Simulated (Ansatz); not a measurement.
# MnS: the cost of one run

Program: Ansatz 0.2.0. Level of theory: DFT PBE+U (U_eff = 5 eV on Mn d, around-mean-field double counting), plane waves, PAW. These are calculated values, not measurements.

3 further runs of the same task are left out: 3 that didn't finish.

### 1 The starting structure

Symmetry: P6_3mc, No. 186, hexagonal system. The conventional cell has a = 3.954 Å, b = 3.954 Å, c = 6.343 Å, α = 90.00°, β = 90.00°, γ = 120.00°. Mn (site symmetry 3m) is surrounded by 4 S at 2.36 to 2.42 Å. Around S (site symmetry 3m) lie 4 Mn at 2.36 to 2.42 Å.

Structure file:

```xyz
8
Lattice="3.9536 0.0000 0.0000 -3.9536 6.8478 0.0000 0.0000 0.0000 6.3425" Properties=species:S:1:pos:R:3 pbc="T T T"
Mn    0.0000    2.2826    6.3352
Mn    1.9768    1.1413    3.1640
S     1.9768    1.1413    0.8001
S     0.0000    2.2826    3.9713
Mn   -1.9768    5.7065    6.3352
Mn    0.0000    4.5652    3.1640
S     0.0000    4.5652    0.8001
S    -1.9768    5.7065    3.9713
```

Magnetic order typed: antiferromagnetic, doubled cell 0 1/2 0.

An earlier series on this cell reached its lowest free state from «random orbitals: fully mixed, first filling», perhaps among other starts.

### 2 Random orbitals: drawn by pairs, first filling

input.yaml

```yaml
crystal:
  lattice:
    - [3.95357758, 0.0, 0.0]
    - [-3.95357758, 6.84779724, 0.0]
    - [0.0, 0.0, 6.34252991]
  atoms:
    - { symbol: Mn, position: [0.33333333, 0.333333335, 0.99884467], spin: 5.0 }
    - { symbol: Mn, position: [0.66666667, 0.166666665, 0.49886144], spin: 5.0 }
    - { symbol: S, position: [0.66666667, 0.166666665, 0.1261543] }
    - { symbol: S, position: [0.33333333, 0.333333335, 0.6261406] }
    - { symbol: Mn, position: [0.33333333, 0.833333335, 0.99884467], spin: -5.0 }
    - { symbol: Mn, position: [0.66666667, 0.666666665, 0.49886144], spin: -5.0 }
    - { symbol: S, position: [0.66666667, 0.666666665, 0.1261543] }
    - { symbol: S, position: [0.33333333, 0.833333335, 0.6261406] }
basis:
  ecutwfc: 420
  ecutrho_ratio: 4
kpoints:
  mp_grid: { grid: [6, 6, 3] }
hamiltonian:
  xc: pbe
  hubbard:
    sites:
      - { site: 0, l: d, u_eff: 5.0, starting_ns: [{ spin: up, occupation_matrix: s0up }, { spin: down, occupation_matrix: s0down }] }
      - { site: 1, l: d, u_eff: 5.0, starting_ns: [{ spin: up, occupation_matrix: s1up }, { spin: down, occupation_matrix: s1down }] }
      - { site: 4, l: d, u_eff: 5.0, starting_ns: [{ spin: up, occupation_matrix: s4up }, { spin: down, occupation_matrix: s4down }] }
      - { site: 5, l: d, u_eff: 5.0, starting_ns: [{ spin: up, occupation_matrix: s5up }, { spin: down, occupation_matrix: s5down }] }
    double_counting: amf
    occupation_matrices:
      s0up:
        matrix:
          - [0.97, 0.0, 0.0, 0.0, 0.0]
          - [0.0, 0.97, 0.0, 0.0, 0.0]
          - [0.0, 0.0, 0.97, 0.0, 0.0]
          - [0.0, 0.0, 0.0, 0.97, 0.0]
          - [0.0, 0.0, 0.0, 0.0, 0.97]
      s0down:
        matrix:
          - [0.02, 0.0, 0.0, 0.0, 0.0]
          - [0.0, 0.02, 0.0, 0.0, 0.0]
          - [0.0, 0.0, 0.02, 0.0, 0.0]
          - [0.0, 0.0, 0.0, 0.02, 0.0]
          - [0.0, 0.0, 0.0, 0.0, 0.02]
      s1up:
        matrix:
          - [0.97, 0.0, 0.0, 0.0, 0.0]
          - [0.0, 0.97, 0.0, 0.0, 0.0]
          - [0.0, 0.0, 0.97, 0.0, 0.0]
          - [0.0, 0.0, 0.0, 0.97, 0.0]
          - [0.0, 0.0, 0.0, 0.0, 0.97]
      s1down:
        matrix:
          - [0.02, 0.0, 0.0, 0.0, 0.0]
          - [0.0, 0.02, 0.0, 0.0, 0.0]
          - [0.0, 0.0, 0.02, 0.0, 0.0]
          - [0.0, 0.0, 0.0, 0.02, 0.0]
          - [0.0, 0.0, 0.0, 0.0, 0.02]
      s4up:
        matrix:
          - [0.02, 0.0, 0.0, 0.0, 0.0]
          - [0.0, 0.02, 0.0, 0.0, 0.0]
          - [0.0, 0.0, 0.02, 0.0, 0.0]
          - [0.0, 0.0, 0.0, 0.02, 0.0]
          - [0.0, 0.0, 0.0, 0.0, 0.02]
      s4down:
        matrix:
          - [0.97, 0.0, 0.0, 0.0, 0.0]
          - [0.0, 0.97, 0.0, 0.0, 0.0]
          - [0.0, 0.0, 0.97, 0.0, 0.0]
          - [0.0, 0.0, 0.0, 0.97, 0.0]
          - [0.0, 0.0, 0.0, 0.0, 0.97]
      s5up:
        matrix:
          - [0.02, 0.0, 0.0, 0.0, 0.0]
          - [0.0, 0.02, 0.0, 0.0, 0.0]
          - [0.0, 0.0, 0.02, 0.0, 0.0]
          - [0.0, 0.0, 0.0, 0.02, 0.0]
          - [0.0, 0.0, 0.0, 0.0, 0.02]
      s5down:
        matrix:
          - [0.97, 0.0, 0.0, 0.0, 0.0]
          - [0.0, 0.97, 0.0, 0.0, 0.0]
          - [0.0, 0.0, 0.97, 0.0, 0.0]
          - [0.0, 0.0, 0.0, 0.97, 0.0]
          - [0.0, 0.0, 0.0, 0.0, 0.97]
    ns_hold: { iters: 5 }
scf:
  occupations: { method: gaussian, width: 0.05 }
  lower_state_search: "off"
  max_iter: 150
output:
  forces: true
  stress: true
  eigenvalues: true
  populations: true
  hubbard:
    sites:
      - { site: 0, l: d }
      - { site: 1, l: d }
      - { site: 4, l: d }
      - { site: 5, l: d }
magnetization:
  spin_polarized: true
```

At this filling each channel is wholly full or empty, so no choice of orbitals remains. The typed matrices put 0.97 on the chosen orbitals and 0.02 on the others, and are held for 5 cycles.

The run is started by

```bash
ansatz run input.yaml --threads 4 --pin off --max-ram 6144MiB --backend cpu --events-out ev --progress --plain --runs-dir out
```

What time and memory should one allow on 4 threads of Arm Neoverse V1, shared host?

About 19 s, with a peak of 0.86 GiB.
